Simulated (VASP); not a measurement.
## Sb: single point with r2SCAN

Sb:

```xyz
1
Lattice="-1.8713 1.8713 1.8713 1.8713 -1.8713 1.8713 1.8713 1.8713 -1.8713" Properties=species:S:1:pos:R:3 pbc="T T T"
Sb    0.0000    0.0000    0.0000
```

This isn't the form of Sb at room conditions, which is rhombohedral.

```json
{"Program": "VASP 6.6.1", "Task": "single point", "Functional": "r2SCAN", "Potentials or basis": "VASP PAW PBE potentials, release 64 (Sb)", "Cutoff": "520 eV", "k mesh": "12 × 12 × 12", "Occupations": "fermi-dirac, width 0.08 eV", "Spin": "no spin polarisation"}
```

* Pressure: 1.8 GPa
* Band gap on the k mesh: none (metal or under the smearing width)
* Valence electrons inside the program's atomic spheres: Sb 2.34

Levels at points of the mesh, in eV from the Fermi level:
| k point | band 1 | band 2 | band 3 | band 4 | band 5 | band 6 |
| --- | --- | --- | --- | --- | --- | --- |
| (0.00, 0.00, 0.00) | -13.70 | 5.99 | 5.99 | 5.99 | 11.05 | 11.05 |
| (0.50, 0.00, 0.00) | -9.22 | -6.08 | 1.74 | 4.12 | 7.09 | 7.27 |
| (0.50, 0.50, 0.50) | -5.49 | -2.29 | -2.29 | -2.29 | 3.28 | 3.28 |

Run time: 30 s on 1 thread of Intel(R) Xeon(R) Platinum 8488C (Sapphire Rapids), on a shared host, peak memory 0.15 GiB.

Caveat: the PAW data sets were made with another functional, which shifts forces and pressure a little. Spin-orbit coupling is left out, which matters for the levels of Sb.
